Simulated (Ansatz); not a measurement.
**RbBr: a vibration from a frozen displacement**

Computed with DFT r2SCAN, scalar-relativistic, plane waves, PAW in Ansatz. The runs took a 500 eV cutoff, a Γ-centred 6×6×6 mesh and Gaussian smearing (0.05 eV). No spin polarisation. Energies are free energies at this smearing, counted from the undisturbed cell; pressure is positive in compression.

Zero of the scan (as given, not relaxed at this level; it stands at 0.5 GPa):

```xyz
2
Lattice="0.0000 3.4275 3.4275 3.4275 0.0000 3.4275 3.4275 3.4275 0.0000" Properties=species:S:1:pos:R:3 pbc="T T T"
Rb    0.0000    0.0000    0.0000
Br    3.4275    3.4275    3.4275
```

Every Br atom is moved by x along the Cartesian unit vector (0.000, -0.707, -0.707); the cell and all other atoms stay fixed. The cell's volume is 80.53 Å³; the moved atoms weigh 79.904 u together and the others 85.468 u. Some rows repeat others by symmetry and weren't run.

```
  x (Å)  ΔE (meV/cell) total force on the moved atoms along the move (eV/Å) pressure (GPa)
-0.2000          27.50                                                0.2785          0.6759
-0.1750          20.99                                                0.2423          0.6270
-0.1500          15.38                                                0.2066          0.5847
-0.1250          10.66                                                0.1714          0.5490
-0.1000           6.81                                                0.1366          0.5198
-0.0750           3.83                                                0.1022          0.4971
-0.0500           1.70                                                0.0680          0.4809
 0.0000           0.00                                                0.0000          0.4679
 0.0500           1.70                                               -0.0680          0.4809
 0.0750           3.83                                               -0.1022          0.4971
 0.1000           6.81                                               -0.1366          0.5198
 0.1250          10.66                                               -0.1714          0.5490
 0.1500          15.38                                               -0.2066          0.5847
 0.1750          20.99                                               -0.2423          0.6270
 0.2000          27.50                                               -0.2785          0.6759
```

Question: What frequency belongs to this motion?

Answer: The force constant is k = −dF/dx = 1.360 eV/Å², from the parabola through x = -0.0500, 0 and 0.0500. In every cell the moved atoms swing against the rest, so the mass is μ = m₁m₂/(m₁ + m₂) = 41.296 u, and ν̃ = 521.5 cm⁻¹ × √(|k|/μ) = 95 cm⁻¹. To first order in x, and within 1 %, the force on every atom lies along the move and, within each of the two groups, in proportion to the atom's mass, so this is itself a mode at the zone centre of this cell, taken without macroscopic field (the transverse frequency in a polar insulator).

Question: How far does the harmonic law reach?

Answer: At x = -0.200 Å, kx²/2 = 27.21 meV against the computed 27.50 meV (+1.1 %): the well is still close to harmonic there.

Question: The pressure changes with x². What does that say about the frequency under compression?

Answer: With E = k(V)x²/2, k ∝ V^(−2γ) and x scaling with the cell as V^(1/3), P − P0 = −∂E/∂V = (2γ − 2/3) ΔE/V. At x = 0.0750 Å, V(P − P0) = 80.53 × 0.02913 / 160.2 eV = 14.64 meV and ΔE = 3.83 meV, so γ = 1/3 + V(P − P0)/(2ΔE) = 2.25. This is the Grüneisen parameter of the motion under uniform scaling of the cell: shrinking the cell evenly by 1 % in volume raises the frequency by about 2.25 %.